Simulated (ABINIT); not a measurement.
# Completion of the band sum in GW: AlAs (F-43m), part 2 of 2

Wanted: gap and time of AlAs (F-43m) with truncated and completed band sums.

ABINIT 10.8.3; PBE and many-body steps on it, plane waves. Known limits of the many-body steps: not at the basis limit; no spin-orbit coupling; coarse k mesh.

So far. Step 3 (Screening, 4×4×4 mesh, 148 bands, screening to 190.5 eV): Local fields lower ε∞ by 11 %. On a Γ-centred mesh this coarse the value itself is usually too large, while a short band sum pulls it down. Step 4 (148 bands): The gap on the mesh goes from 1.44 eV to 1.95 eV, a correction of +0.51 eV.

**6. 25 bands**

This step: G0W0 on PBE, plane waves, norm-conserving pseudopotentials.

run.abi

```
acell 3*1.0 Angstrom
rprim 
  0.000000000000 2.830400000000 2.830400000000
  2.830400000000 0.000000000000 2.830400000000
  2.830400000000 2.830400000000 -0.000000000000
ntypat 2
znucl 13 33
natom 2
typat 1 2
xred 
  0.000000000000 0.000000000000 0.000000000000
  0.250000000000 0.250000000000 0.250000000000
pp_dirpath "pseudos"
pseudos "Al.upf, As.upf"
ecut 44
ngkpt 4 4 4
nshiftk 1
shiftk 0 0 0
kptopt 1
chksymbreak 0
istwfk *1
occopt 1
irdwfk 1
optdriver 4
nband 25
gwcalctyp 0
ecutsigx 44
symsigma 1
nkptgw 2
kptgw 
  0.0000000000 0.0000000000 0.0000000000
  0.5000000000 0.5000000000 0.0000000000
bdgw 
  11 17
  12 15
ecuteps 7
irdscr 1
ppmodel 1
indata_prefix "in"
outdata_prefix "out"
tmpdata_prefix "tmp"
```

Command:

```console
OMP_NUM_THREADS=1 mpirun -n 8 abinit run.abi > log
```

The program printed:

```text
.Version 10.8.3 of ABINIT. v10.8.2 released Aug 2026.

 Symmetries : space group F-4 3 m (#216); Bravais cF (face-center cubic)
[... echo of the input left out ...]
== DATASET  1 ==================================================================
-   mpi_nproc: 8, omp_nthreads: 1 (-1 if OMP is not activated)

--- !DatasetInfo
iteration_state: {dtset: 1, }
dimensions: {natom: 2, nkpt: 8, mband: 25, nsppol: 1, nspinor: 1, nspden: 1, mpw: 4314, }
cutoff_energies: {ecut:  44.0, pawecutdg:  -1.0, }
electrons: {nelect:   2.60000000E+01, charge:   0.00000000E+00, occopt:   1.00000000E+00, tsmear:   1.00000000E-02, }

 SIGMA: Calculation of the GW corrections

 Based on a program developped by R.W. Godby, V. Olevano, G. Onida, and L. Reining.
 Incorporated in ABINIT by V. Olevano, G.-M. Rignanese, and M. Torrent.
.Using double precision arithmetic ; gwpc =  8

[... cell and pseudopotentials left out ...]
--------------------------------------------------------------------------------

 ==== K-mesh for the wavefunctions ====
 Number of points in the irreducible wedge :     8
[... list of points left out ...]
 Together with 24 symmetry operations and time-reversal symmetry
 yields    64 points in the full Brillouin Zone.

 ==== Q-mesh for screening function ====
 Number of points in the irreducible wedge :     8
[... list of points left out ...]
 Together with 24 symmetry operations and time-reversal symmetry
 yields    64 points in the full Brillouin Zone.

 vcoul_init : cutoff-mode = AUXILIARY_FUNCTION
 q-points for optical limit:   1
     1)      0.000010    0.000020    0.000030
 setmesh: FFT mesh size selected  =    45x   45x   45
          total number of points  =        91125

 Number of electrons calculated from density =   26.0000; Expected =   26.0000
[...]
number of omega for Sigma on real axis              0
 max omega for Sigma on real axis  [eV]           0.00
 zcut for avoiding poles [eV]                     0.10

 EPSILON^-1 parameters (SCR file):
 dimension of the eps^-1 matrix on file            283
 dimension of the eps^-1 matrix used               283
 number of plane-waves for wavefunctions          4279
 number of bands                                    25
 number of q-points in IBZ                           8
 number of frequencies                               2
 number of real frequencies                          1
 number of imag frequencies                          1

 matrix elements of self-energy operator (all in [eV])

 Perturbative Calculation

--- !SelfEnergy_ee
iteration_state: {dtset: 1, }
kpoint     : [   0.000,    0.000,    0.000, ]
spin       : 1
KS_gap     :    2.044
QP_gap     :    2.700
Delta_QP_KS:    0.656
data: !SigmaeeData |
     Band     E0 <VxcDFT>   SigX SigC(E0)      Z dSigC/dE  Sig(E)    E-E0       E
       11   4.434 -13.057 -14.997   2.353   0.794  -0.260 -12.729   0.328   4.762
       12   4.434 -13.057 -14.997   2.353   0.794  -0.260 -12.729   0.328   4.762
       13   4.434 -13.057 -14.997   2.353   0.794  -0.260 -12.729   0.328   4.762
[...]
--- !SelfEnergy_ee
iteration_state: {dtset: 1, }
kpoint     : [   0.500,    0.500,    0.000, ]
spin       : 1
KS_gap     :    3.609
QP_gap     :    4.204
Delta_QP_KS:    0.595
data: !SigmaeeData |
     Band     E0 <VxcDFT>   SigX SigC(E0)      Z dSigC/dE  Sig(E)    E-E0       E
[...]
14   5.870  -8.423  -4.736  -2.998   0.808  -0.237  -7.866   0.557   6.426
       15   6.735  -9.140  -5.244  -2.916   0.807  -0.240  -8.350   0.790   7.525

== END DATASET(S) ==============================================================
================================================================================

 -outvars: echo values of variables after computation  --------
           etotal      0.0000000000E+00
            nband          25
             nkpt           8
          spgroup         216
 [... the other variables as echoed above ...]

 Calculation completed.
```

Run time: 9.5 s. Hardware: 8 MPI ranks of Arm Neoverse N1, shared host; peak memory 1.2 GiB.

This step gave:

```
G0W0 gap on the points computed              : 1.664 eV
starting gap on the mesh                     : 1.436 eV
k of the valence top                         : 0, 0, 0
k of the conduction bottom                   : 0.5, 0.5, 0
Z at the valence top                         : 0.794
Z at the conduction bottom                   : 0.808
least direct G0W0 gap on the computed points : 2.7 eV
```

Against G0W0 in ABINIT (4×4×4 mesh, 148 bands, screening to 190.5 eV, Godby-Needs plasmon pole), the gap moves by −0.282 eV.

**7. Screening, 4×4×4 mesh, 25 bands, screening to 190.5 eV**

This step: RPA screening on PBE, plane waves, norm-conserving pseudopotentials.

run.abi: that of step 6 with these lines changed.

```diff
@@ -23,17 +23,10 @@
 irdwfk 1
-optdriver 4
+optdriver 3
 nband 25
-gwcalctyp 0
-ecutsigx 44
-symsigma 1
-nkptgw 2
-kptgw 
-  0.0000000000 0.0000000000 0.0000000000
-  0.5000000000 0.5000000000 0.0000000000
-bdgw 
-  11 17
-  12 15
 ecuteps 7
-irdscr 1
-ppmodel 1
+inclvkb 2
+awtr 1
+symchi 1
+gwcomp 1
+gwencomp 2
 indata_prefix "in"
```

The program printed:

```text
.Version 10.8.3 of ABINIT. v10.8.2 released Aug 2026.

 Symmetries : space group F-4 3 m (#216); Bravais cF (face-center cubic)
[... echo of the input left out ...]
== DATASET  1 ==================================================================
-   mpi_nproc: 8, omp_nthreads: 1 (-1 if OMP is not activated)

--- !DatasetInfo
iteration_state: {dtset: 1, }
dimensions: {natom: 2, nkpt: 8, mband: 25, nsppol: 1, nspinor: 1, nspden: 1, mpw: 4314, }
cutoff_energies: {ecut:  44.0, pawecutdg:  -1.0, }
[...]
--------------------------------------------------------------------------------
[... chi0 elements left out ...]
 For q-point:  0.000010 0.000020 0.000030
  dielectric constant =  14.1902
  dielectric constant without local fields =  15.9233

  Average fulfillment of the sum rule on Im[epsilon] for q-point    1 :    100.54  [%]
[... wings left out ...]
  q-point number  2        q = ( 0.250000, 0.000000, 0.000000) [r.l.u.]
--------------------------------------------------------------------------------
[... chi0 elements left out ...]
  Average fulfillment of the sum rule on Im[epsilon] for q-point    2 :     95.72  [%]

 [... 6 further q-points ...]
```

Run time: 36 s. Hardware: 8 MPI ranks; peak memory 1.3 GiB.

This step gave:

* ε∞ with local fields, on this mesh, along the program's q direction: 14.19
* the same without local fields: 15.92
* plasma frequency: 28.12 eV
* plane waves in the screening matrix: 283

**8. 25 bands, completed**

This step: G0W0 on PBE, plane waves, norm-conserving pseudopotentials.

run.abi: that of step 7 with these lines changed.

```diff
@@ -23,8 +23,17 @@
 irdwfk 1
-optdriver 3
+optdriver 4
 nband 25
+gwcalctyp 0
+ecutsigx 44
+symsigma 1
+nkptgw 2
+kptgw 
+  0.0000000000 0.0000000000 0.0000000000
+  0.5000000000 0.5000000000 0.0000000000
+bdgw 
+  11 17
+  12 15
 ecuteps 7
-inclvkb 2
-awtr 1
-symchi 1
+irdscr 1
+ppmodel 1
 gwcomp 1
```

The program printed:

```text
.Version 10.8.3 of ABINIT. v10.8.2 released Aug 2026.

 Symmetries : space group F-4 3 m (#216); Bravais cF (face-center cubic)
[... echo of the input left out ...]
== DATASET  1 ==================================================================
-   mpi_nproc: 8, omp_nthreads: 1 (-1 if OMP is not activated)

--- !DatasetInfo
iteration_state: {dtset: 1, }
dimensions: {natom: 2, nkpt: 8, mband: 25, nsppol: 1, nspinor: 1, nspden: 1, mpw: 4314, }
cutoff_energies: {ecut:  44.0, pawecutdg:  -1.0, }
[...]
Band     E0 <VxcDFT>   SigX SigC(E0)      Z dSigC/dE  Sig(E)    E-E0       E
[...]
14   5.870  -8.423  -4.736  -3.586   0.811  -0.232  -8.341   0.081   5.951
       15   6.735  -9.140  -5.244  -3.597   0.811  -0.234  -8.898   0.242   6.977

== END DATASET(S) ==============================================================
================================================================================

 -outvars: echo values of variables after computation  --------
           etotal      0.0000000000E+00
            nband          25
             nkpt           8
          spgroup         216
 [... the other variables as echoed above ...]

 Calculation completed.
```

Run time: 8.9 s. Hardware: 8 MPI ranks; peak memory 1.1 GiB.

Numbers from this step:

```yaml
g0w0_gap_on_the_points_computed: 2.093 eV
starting_gap_on_the_mesh: 1.436 eV
k_of_the_valence_top: 0, 0, 0
k_of_the_conduction_bottom: 0.5, 0.5, 0
least_direct_g0w0_gap_on_the_computed_points: 2.802 eV
```

Against G0W0 in ABINIT (4×4×4 mesh, 148 bands, screening to 190.5 eV, Godby-Needs plasmon pole), the gap moves by +0.147 eV.

**9. Screening, 4×4×4 mesh, 60 bands, screening to 190.5 eV**

This step: RPA screening on PBE, plane waves, norm-conserving pseudopotentials.

run.abi: that of step 8 with these lines changed.

```diff
@@ -23,19 +23,8 @@
 irdwfk 1
-optdriver 4
-nband 25
-gwcalctyp 0
-ecutsigx 44
-symsigma 1
-nkptgw 2
-kptgw 
-  0.0000000000 0.0000000000 0.0000000000
-  0.5000000000 0.5000000000 0.0000000000
-bdgw 
-  11 17
-  12 15
+optdriver 3
+nband 60
 ecuteps 7
-irdscr 1
-ppmodel 1
-gwcomp 1
-gwencomp 2
+inclvkb 2
+awtr 1
+symchi 1
 indata_prefix "in"
```

The program printed:

```text
.Version 10.8.3 of ABINIT. v10.8.2 released Aug 2026.

 Symmetries : space group F-4 3 m (#216); Bravais cF (face-center cubic)
[... echo of the input left out ...]
== DATASET  1 ==================================================================
-   mpi_nproc: 8, omp_nthreads: 1 (-1 if OMP is not activated)

--- !DatasetInfo
iteration_state: {dtset: 1, }
dimensions: {natom: 2, nkpt: 8, mband: 60, nsppol: 1, nspinor: 1, nspden: 1, mpw: 4314, }
cutoff_energies: {ecut:  44.0, pawecutdg:  -1.0, }
[...]
--------------------------------------------------------------------------------
[... chi0 elements left out ...]
 For q-point:  0.000010 0.000020 0.000030
  dielectric constant =  14.1900
  dielectric constant without local fields =  15.9470

  Average fulfillment of the sum rule on Im[epsilon] for q-point    1 :     31.58  [%]
[... wings left out ...]
  q-point number  2        q = ( 0.250000, 0.000000, 0.000000) [r.l.u.]
--------------------------------------------------------------------------------
[... chi0 elements left out ...]
  Average fulfillment of the sum rule on Im[epsilon] for q-point    2 :     36.83  [%]

 [... 6 further q-points ...]
```

Wall time 43 s (8 MPI ranks); peak memory 1.4 GiB; 5.7 min of CPU time.

Numbers from this step:

| Item | Value |
| --- | --- |
| ε∞ with local fields, on this mesh, along the program's q direction | 14.19 |
| the same without local fields | 15.95 |
| plasma frequency | 28.12 eV |
| plane waves in the screening matrix | 283 |

**10. 60 bands**

This step: G0W0 on PBE, plane waves, norm-conserving pseudopotentials.

run.abi: that of step 9 with these lines changed.

```diff
@@ -23,8 +23,17 @@
 irdwfk 1
-optdriver 3
+optdriver 4
 nband 60
+gwcalctyp 0
+ecutsigx 44
+symsigma 1
+nkptgw 2
+kptgw 
+  0.0000000000 0.0000000000 0.0000000000
+  0.5000000000 0.5000000000 0.0000000000
+bdgw 
+  11 17
+  12 15
 ecuteps 7
-inclvkb 2
-awtr 1
-symchi 1
+irdscr 1
+ppmodel 1
 indata_prefix "in"
```

The program printed:

```text
.Version 10.8.3 of ABINIT. v10.8.2 released Aug 2026.

 Symmetries : space group F-4 3 m (#216); Bravais cF (face-center cubic)
[... echo of the input left out ...]
== DATASET  1 ==================================================================
-   mpi_nproc: 8, omp_nthreads: 1 (-1 if OMP is not activated)

--- !DatasetInfo
iteration_state: {dtset: 1, }
dimensions: {natom: 2, nkpt: 8, mband: 60, nsppol: 1, nspinor: 1, nspden: 1, mpw: 4314, }
cutoff_energies: {ecut:  44.0, pawecutdg:  -1.0, }
[...]
Band     E0 <VxcDFT>   SigX SigC(E0)      Z dSigC/dE  Sig(E)    E-E0       E
[...]
14   5.870  -8.423  -4.736  -3.607   0.803  -0.246  -8.359   0.064   5.933
       15   6.735  -9.140  -5.244  -3.628   0.800  -0.250  -8.926   0.214   6.949

== END DATASET(S) ==============================================================
================================================================================

 -outvars: echo values of variables after computation  --------
           etotal      0.0000000000E+00
            nband          60
             nkpt           8
          spgroup         216
 [... the other variables as echoed above ...]

 Calculation completed.
```

The job ended after 13 s (8 MPI ranks; peak memory 1.3 GiB).

Numbers from this step:

- G0W0 gap on the points computed: 1.803 eV
- starting gap on the mesh: 1.436 eV
- k of the valence top: 0, 0, 0
- k of the conduction bottom: 0.5, 0.5, 0
- least direct G0W0 gap on the computed points: 2.754 eV

Against G0W0 in ABINIT (4×4×4 mesh, 148 bands, screening to 190.5 eV, Godby-Needs plasmon pole), the gap moves by −0.143 eV.

**11. Screening, 4×4×4 mesh, 60 bands, screening to 190.5 eV**

This step: RPA screening on PBE, plane waves, norm-conserving pseudopotentials.

run.abi: that of step 10 with these lines changed.

```diff
@@ -23,17 +23,10 @@
 irdwfk 1
-optdriver 4
+optdriver 3
 nband 60
-gwcalctyp 0
-ecutsigx 44
-symsigma 1
-nkptgw 2
-kptgw 
-  0.0000000000 0.0000000000 0.0000000000
-  0.5000000000 0.5000000000 0.0000000000
-bdgw 
-  11 17
-  12 15
 ecuteps 7
-irdscr 1
-ppmodel 1
+inclvkb 2
+awtr 1
+symchi 1
+gwcomp 1
+gwencomp 2
 indata_prefix "in"
```

The program printed:

```text
.Version 10.8.3 of ABINIT. v10.8.2 released Aug 2026.

 Symmetries : space group F-4 3 m (#216); Bravais cF (face-center cubic)
[... echo of the input left out ...]
== DATASET  1 ==================================================================
-   mpi_nproc: 8, omp_nthreads: 1 (-1 if OMP is not activated)

--- !DatasetInfo
iteration_state: {dtset: 1, }
dimensions: {natom: 2, nkpt: 8, mband: 60, nsppol: 1, nspinor: 1, nspden: 1, mpw: 4314, }
cutoff_energies: {ecut:  44.0, pawecutdg:  -1.0, }
[...]
--------------------------------------------------------------------------------
[... chi0 elements left out ...]
 For q-point:  0.000010 0.000020 0.000030
  dielectric constant =  14.2097
  dielectric constant without local fields =  15.9470

  Average fulfillment of the sum rule on Im[epsilon] for q-point    1 :     91.73  [%]
[... wings left out ...]
  q-point number  2        q = ( 0.250000, 0.000000, 0.000000) [r.l.u.]
--------------------------------------------------------------------------------
[... chi0 elements left out ...]
  Average fulfillment of the sum rule on Im[epsilon] for q-point    2 :     96.26  [%]

 [... 6 further q-points ...]
```

Elapsed: 62 s, on 8 MPI ranks; peak memory 1.5 GiB; 8.2 min of CPU time.

This step gave:

* ε∞ with local fields, on this mesh, along the program's q direction: 14.21
* the same without local fields: 15.95
* plasma frequency: 28.12 eV
* plane waves in the screening matrix: 283

**12. 60 bands, completed**

This step: G0W0 on PBE, plane waves, norm-conserving pseudopotentials.

run.abi: that of step 11 with these lines changed.

```diff
@@ -23,8 +23,17 @@
 irdwfk 1
-optdriver 3
+optdriver 4
 nband 60
+gwcalctyp 0
+ecutsigx 44
+symsigma 1
+nkptgw 2
+kptgw 
+  0.0000000000 0.0000000000 0.0000000000
+  0.5000000000 0.5000000000 0.0000000000
+bdgw 
+  11 17
+  12 15
 ecuteps 7
-inclvkb 2
-awtr 1
-symchi 1
+irdscr 1
+ppmodel 1
 gwcomp 1
```

The program printed:

```text
.Version 10.8.3 of ABINIT. v10.8.2 released Aug 2026.

 Symmetries : space group F-4 3 m (#216); Bravais cF (face-center cubic)
[... echo of the input left out ...]
== DATASET  1 ==================================================================
-   mpi_nproc: 8, omp_nthreads: 1 (-1 if OMP is not activated)

--- !DatasetInfo
iteration_state: {dtset: 1, }
dimensions: {natom: 2, nkpt: 8, mband: 60, nsppol: 1, nspinor: 1, nspden: 1, mpw: 4314, }
cutoff_energies: {ecut:  44.0, pawecutdg:  -1.0, }
[...]
Band     E0 <VxcDFT>   SigX SigC(E0)      Z dSigC/dE  Sig(E)    E-E0       E
[...]
14   5.870  -8.423  -4.736  -3.868   0.804  -0.244  -8.568  -0.146   5.724
       15   6.735  -9.140  -5.244  -3.930   0.801  -0.249  -9.168  -0.028   6.707

== END DATASET(S) ==============================================================
================================================================================

 -outvars: echo values of variables after computation  --------
           etotal      0.0000000000E+00
            nband          60
             nkpt           8
          spgroup         216
 [... the other variables as echoed above ...]

 Calculation completed.
```

Run time: 14 s. Hardware: 8 MPI ranks; peak memory 1.5 GiB.

This step gave:

```
G0W0 gap on the points computed              : 2.105 eV
starting gap on the mesh                     : 1.436 eV
k of the valence top                         : 0, 0, 0
k of the conduction bottom                   : 0.5, 0.5, 0
least direct G0W0 gap on the computed points : 2.812 eV
```

Against G0W0 in ABINIT (4×4×4 mesh, 148 bands, screening to 190.5 eV, Godby-Needs plasmon pole), the gap moves by +0.159 eV.

**13. Side by side**

Times are wall times on 8 MPI ranks of Arm Neoverse N1, shared host, good to a factor of about two. A run's time includes the screening step that it read.

```csv
run,mesh,bands,screening cutoff (eV),DFT gap (eV),gap on the mesh (eV),direct (eV),ε∞ used,time
148 bands,4×4×4,148,190.5,1.436,1.946,2.788,14.22,1.7 min
25 bands,4×4×4,25,190.5,1.436,1.664,2.700,14.11,27 s
"25 bands, completed",4×4×4,25,190.5,1.436,2.093,2.802,14.19,44 s
60 bands,4×4×4,60,190.5,1.436,1.803,2.754,14.19,56 s
"60 bands, completed",4×4×4,60,190.5,1.436,2.105,2.812,14.21,76 s
```

**14. Outcome**

| Item | Value |
| --- | --- |
| 148 bands | 1.946 eV |
| 25 bands | 1.664 eV |
| 25 bands, completed | 2.093 eV |
| 60 bands | 1.803 eV |
| 60 bands, completed | 2.105 eV |

What this shows: 25 bands: −0.282 eV against 148 bands. 25 bands, completed: +0.147 eV against 148 bands. 60 bands: −0.143 eV against 148 bands. 60 bands, completed: +0.159 eV against 148 bands. The row with most bands is itself short of the limit, so it is no exact reference, and agreement of a truncated run with it can be a cancellation between the edges. In the G0W0 runs levels were corrected at 2 k points alone, so a gap called «on the mesh» is the least over those, and an edge elsewhere would be missed. The 4×4×4 mesh is coarse for this cell, which bears on the long-range parts of exchange and screening. The many-body steps are scalar-relativistic: spin-orbit coupling is not in them.

[Paths, hosts, dates, memory and timing lines, banners, echoed tables and standing remarks are left out of the program output.]

[Logs are printed without paths, hosts, clocks, repeated set-up lines and the standing remarks that a program may print on its own settings, such as how far it seeks lower states.]

[Runs of the session that timed out or met a known fault of the program may be left out.]

[Hosts, paths, dates, database ids (printed as entryN), source tags and the programs' standing remarks are cut or masked in the printed files.]

[G0W0 gaps are taken among the corrected bands and points alone; a level outside them can change the order at an edge.]

[Where Ansatz stands beside ABINIT at settings called matched, ABINIT's density can come from a denser mesh and the files from another edition; pairs whose starting gaps differed by over 0.03 eV were left out, so agreement reads better than it is.]
